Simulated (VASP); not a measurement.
C, 18 atoms in the cell. The cell holds a slab with vacuum, 18 atoms: a = 7.398 Å, b = 7.398 Å, c = 12.000 Å, α = 90.00°, β = 90.00°, γ = 120.00°. The cell was built by a generator and needn't be a form met in nature.

```yaml
Program: VASP 6.6.1
Task: single point
Functional: PBE
Dispersion: D3(BJ)
Potentials_or_basis: VASP PAW PBE potentials, release 64 (C)
Cutoff: 520 eV
k_mesh: 2 × 2 × 1
Occupations: fermi-dirac, width 0.05 eV
Spin: no spin polarisation
Dipole_correction: no
Further_INCAR_settings: LREAL = Auto; ALGO = Normal; EDIFF = 1e-06; NBANDS = 51
```

Potentials or basis: VASP PAW PBE potentials, release 64 (C).

Launch:

```bash
$ cat potpaw_PBE.64/C/POTCAR > POTCAR
$ mpirun -np 1 vasp_std > vasp.out
```

Hardware: 1 thread of Intel(R) Xeon(R) Platinum 8259CL CPU @ 2.50GHz (Skylake/Cascade Lake), on a shared host.

How long does it take, and how much memory?

It took 4.6 min on 1 thread of Intel(R) Xeon(R) Platinum 8259CL CPU @ 2.50GHz (Skylake/Cascade Lake) (shared host), peak memory 0.55 GiB. Counts: scf iterations 21, k points 4.
